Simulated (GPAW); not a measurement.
# Near-edge structure at the N K edge of wurtzite (GaN)₁₋ₓ(AlN)ₓ at x = 0, part 3 of 3

Aim: the N K edge in wurtzite (GaN)₁₋ₓ(AlN)ₓ at x = 0, one member of a composition series.

GPAW 26.7.0; X-ray absorption from dipole matrix elements to empty bands, plane-wave PAW LDA.

So far. Step 5 (Spectrum with XCH, N atom 2): Main maxima below 24 eV (height): 5.2 eV (3.27), 10.8 eV (0.86) and 22.2 eV (1.01). A K edge sees empty p states on the absorber. Step 5 (Spectrum with XCH, N atom 2): The total-energy difference is 402.97 eV. One term is added: -7.76 eV, since the hole is spin-paired here and a spin-polarised one costs that much less in the free atom (computed apart). The photon energy is then 395.21 eV.

## (7) Spectrum with XCH, Ga atom 1

The holes are 5.2 Å apart. The excited electron is kept in the cell, where it fills the lowest empty states and screens the hole. After the field has converged, empty bands are computed with the density fixed and the dipole matrix elements are summed.

The absorber has 4 N at 1.95 Å (tetrahedral).

File xas.py:

```python
import numpy as np
from ase import Atoms
from ase.parallel import parprint, paropen
from gpaw import GPAW, PW, FermiDirac, Mixer, MixerDif, setup_paths
from gpaw.test import gen
setup_paths.insert(0, '.')
gen('Ga', name='fch1s', xcname='LDA', corehole=(1, 0, 1), write_xml=True)
from gpaw.mpi import world
world.barrier()

atoms = Atoms('GaNGaNGaNGaNGaNGaNGaNGaN',
    cell=[[6.378, 0, 0],
     [0, 5.52351, 0],
     [0, 0, 5.185]],
    scaled_positions=[[0, 0.0000033, 0.0001793],
     [0, 0.333329, 0.1236679],
     [0, 0.3333297, 0.500181],
     [0, 0.000004, 0.6237834],
     [0.25, 0.5000032, 0.0001793],
     [0.2500117, 0.8333289, 0.1236679],
     [0.25, 0.8333298, 0.500181],
     [0.2500117, 0.5000041, 0.6237834],
     [0.5, 0.0000032, 0.0001794],
     [0.5, 0.3333289, 0.1236678],
     [0.5, 0.3333298, 0.5001811],
     [0.5, 0.0000041, 0.6237833],
     [0.75, 0.5000032, 0.0001793],
     [0.7499883, 0.8333289, 0.1236679],
     [0.75, 0.8333298, 0.500181],
     [0.7499883, 0.5000041, 0.6237834]],
    pbc=True)
atoms.calc = calc = GPAW(legacy_gpaw=True, mode=PW(500, force_complex_dtype=True), xc='LDA', setups={0: 'fch1s'},
    kpts={'size': (3, 3, 3), 'gamma': True}, occupations=FermiDirac(0.04),
    charge=-1, mixer=Mixer(0.1, 5, 50), maxiter=150,
    convergence={'density': 0.0001, 'eigenstates': 1e-6}, txt='scf.txt')
energy = atoms.get_potential_energy() + calc.get_reference_energy()
ef = calc.get_fermi_level()
out = dict(energy=energy, fermi=ef, forces=atoms.get_forces().tolist())
parprint(f'all-electron energy {energy:.4f} eV, Fermi level {ef:.4f} eV')
ev = np.array([[calc.get_eigenvalues(k, s) for k in range(len(calc.get_ibz_k_points()))] for s in range(calc.get_number_of_spins())])
out['homo'], out['lumo'], out['counts'] = ev[ev < ef].max(), ev[ev > ef].min(), sorted(set((ev < ef).sum((0, 2)).tolist()))
out['filled'] = (ev[:, 0] < ef).sum(1).tolist()

from ase.units import Ha
from gpaw.xas import dipole_matrix_elements
nb = int(calc.get_number_of_electrons() / 2) + 95
top, nb = nb, nb + 8 + nb // 12
nscf = calc.fixed_density(kpts={'size': (4, 4, 5), 'gamma': True}, nbands=nb,
    convergence={'bands': top, 'eigenstates': 5e-3}, maxiter=60, txt='nscf.txt')
cell = atoms.cell.array
ops = [cell.T @ U.T @ np.linalg.inv(cell.T) for U in nscf.wfs.kd.symmetry.op_scc]
filled = [32]  # bands filled in the ground state, by spin
E = np.arange(-6, 30, 0.1)
fwhm = np.interp(E, [4, 25], [1.82, 3.5])
Y, X, zero, highest = 0, 0, 1e9, 1e9
for spin in range(nscf.get_number_of_spins()):
    wfs = nscf.wfs
    mine = wfs.bd.get_slice()  # this rank's bands
    A = dipole_matrix_elements(wfs.setups[0])
    eps = np.zeros((wfs.kd.nibzkpts, nb))
    d = np.zeros((3, A.shape[1], wfs.kd.nibzkpts, nb), complex)
    for kpt in wfs.kpt_u:
        if kpt.s == spin and 0 in kpt.P_ani:
            eps[kpt.k, mine] = kpt.eps_n * Ha
            d[:, :, kpt.k, mine] = (kpt.weight * wfs.nspins / 2) ** 0.5 * np.inner(A, kpt.P_ani[0])
    world.sum(eps)
    world.sum(d)
    T = np.einsum('amkn,bmkn->abkn', d, d.conj()).real
    T = sum(np.einsum('ai,ijkn,bj->abkn', R, T, R) for R in ops) / len(ops)
    empty = np.ones_like(eps, bool) & (np.arange(nb) >= filled[spin])
    zero, highest = min(zero, eps[empty].min()), min(highest, eps[:, top - 1].min())
    lines = [(eps, T, empty)] if spin == 0 else lines + [(eps, T, empty)]
for eps, T, empty in lines:
    f = np.einsum('aakn->akn', T).reshape(3, -1)
    x = eps.ravel() - zero
    w = np.interp(x, E, fwhm) / 2.35482
    g = np.exp(-0.5 * ((E[:, None] - x) / w) ** 2) / (w * (2 * np.pi) ** 0.5)
    Y = Y + (f * empty.ravel()) @ g.T
    X = X + (f * ~empty.ravel()) @ g.T
out.update(E=E.round(2).tolist(), xas=Y.tolist(), xes=X.tolist(), zero=zero, valid=highest - zero, nk=len(eps), nb=nb)
for i in range(0, len(E), 10):
    parprint(f'{E[i]:7.2f}', *(f'{v:10.3e}' for v in Y[:, i]))
import json
with paropen('out.json', 'w') as f:
    json.dump(out, f)
```

Started as:

```
> OMP_NUM_THREADS=1 mpirun -n 4 gpaw python xas.py
```

Numbers of over 12 decimals in the logs are rounded to 6 here.

The log of the run:

```text
Input parameters:
  charge: -1
  convergence: {density: 0.0001,
                eigenstates: 1e-06}
  kpts: {gamma: True,
         size: (3, 3, 3)}
  maxiter: 150
  mixer: {backend: pulay,
          beta: 0.1,
          method: separate,
          nmaxold: 5,
          weight: 50}
  mode: {ecut: 500.0,
         force_complex_dtype: True,
         name: pw}
  occupations: {fixmagmom: False,
[...]
*p    :     0.576803
*d    :     0.000000
--------------------------------

Diagonalizing with gridspacing h=0.050

state   all-electron     PAW
-------------------------------
4s:      -0.729245    -0.729478
4p:      -0.423197    -0.423398
*d:                   -0.111370
*f:                   -0.021469
-------------------------------
all-electron energy -423955.0791 eV, Fermi level 9.9802 eV
[...]
28.00  1.296e-07  1.301e-07  1.252e-07
  29.00  1.221e-07  1.224e-07  9.687e-08
[key lines of the parts left out:]
Converged after 16 iterations.
Dipole moment: (-0.000000, 4.753268, -6.017535) |e|*Ang
Free energy:   -113.208323
Fermi level: 9.98018
```

Wall time 92 s (4 MPI ranks of Arm Neoverse V2, shared host); peak memory 0.41 GiB; 6.1 min of CPU time.

The Ga K spectrum, Ga atom 1, excited-electron core hole (neutral cell) (energy from the bottom of the conduction band, which holds the excited electron; intensity scaled to a mean of 1 over the first 20 eV; polarised curves are means over the symmetry-equivalent atoms):

| E (eV) | isotropic | ε ⊥ c | ε ∥ c |
| --- | --- | --- | --- |
| -2.0 | 0.00 | 0.00 | 0.00 |
| -1.0 | 0.00 | 0.00 | 0.00 |
| 0.0 | 0.01 | 0.00 | 0.01 |
| 1.0 | 0.08 | 0.08 | 0.08 |
| 2.0 | 0.48 | 0.49 | 0.44 |
| 3.0 | 1.06 | 1.09 | 1.00 |
| 4.0 | 1.10 | 1.07 | 1.16 |
| 5.0 | 1.09 | 0.92 | 1.43 |
| 6.0 | 1.40 | 1.17 | 1.85 |
| 7.0 | 1.86 | 1.84 | 1.90 |
| 8.0 | 2.05 | 2.38 | 1.39 |
| 9.0 | 1.54 | 1.88 | 0.86 |
| 10.0 | 1.16 | 1.26 | 0.96 |
| 11.0 | 1.05 | 0.98 | 1.20 |
| 12.0 | 0.86 | 0.76 | 1.07 |
| 13.0 | 0.66 | 0.57 | 0.83 |
| 14.0 | 0.57 | 0.50 | 0.73 |
| 15.0 | 0.63 | 0.55 | 0.79 |
| 16.0 | 0.77 | 0.68 | 0.96 |
| 17.0 | 0.93 | 0.83 | 1.11 |
| 18.0 | 1.04 | 1.00 | 1.14 |
| 19.0 | 1.06 | 1.10 | 0.98 |
| 20.0 | 0.98 | 1.08 | 0.77 |
| 21.0 | 0.89 | 1.00 | 0.68 |
| 22.0 | 0.83 | 0.91 | 0.67 |
| 23.0 | 0.77 | 0.81 | 0.68 |
| 24.0 | 0.74 | 0.73 | 0.76 |
| 25.0 | 0.77 | 0.71 | 0.90 |

Main maxima below 24 eV (height): 3.6 eV (1.15), 7.8 eV (2.08) and 18.6 eV (1.07). 

The energy difference (zero at 10382 eV) isn't read as a photon energy: for so heavy an absorber the terms left out (the hole's spin, the functional's error) amount to tens of eV or more.

## (8) What came out

- absorber and edge: N K, atom 2 of the ground-state input (counted from 1)
- surroundings: 4 Ga at 1.95 Å (tetrahedral)
- highest intensity below 16 eV: 5.2 eV above the zero, height 3.27
- photon energy of the zero, with the added terms: 395.2 eV (raw 403.0 eV; LDA puts this hole about 4 eV below PBE, itself good to a few eV)

What this shows: The N K edge of atom 2, with 4 Ga at 1.95 Å (tetrahedral), has its highest intensity of the first 16 eV at 5.2 eV above the zero, near 400 eV in photon energy (LDA puts this hole about 4 eV below PBE, itself good to a few eV), 3.3 times the mean level of the first 20 eV (Gaussian full width 0.9 eV up to 4 eV, rising linearly to 3.5 eV at 25 eV). At the N K edge of atom 2 polarisation matters most near 5.3 eV, where the curves differ by 1.0 on this scale. The holes are only 5.2 Å apart, so the shape is probably not converged with cell size; no larger cell was run here. The mesh is coarse (0.28 Å⁻¹ between points), so small maxima may be mesh ripples.

[Banner, clock and machine lines of the logs are left out without a mark of their own.]

[Logs are printed without paths, hosts, clocks, repeated set-up lines and the standing remarks that a program may print on its own settings, such as how far it seeks lower states.]

[Hosts, paths, dates, database ids (printed as entryN), source tags and the programs' standing remarks are cut or masked in the printed files.]

[Lists of maxima count a maximum above −3 eV only where it reaches 4 % of the highest in the window and stands out from its surroundings by 2 % of it (1.5 % where it reaches 55 %); shoulders and weaker maxima are passed over, and of the rest the first, up to two pre-edge ones and the few strongest are named.]
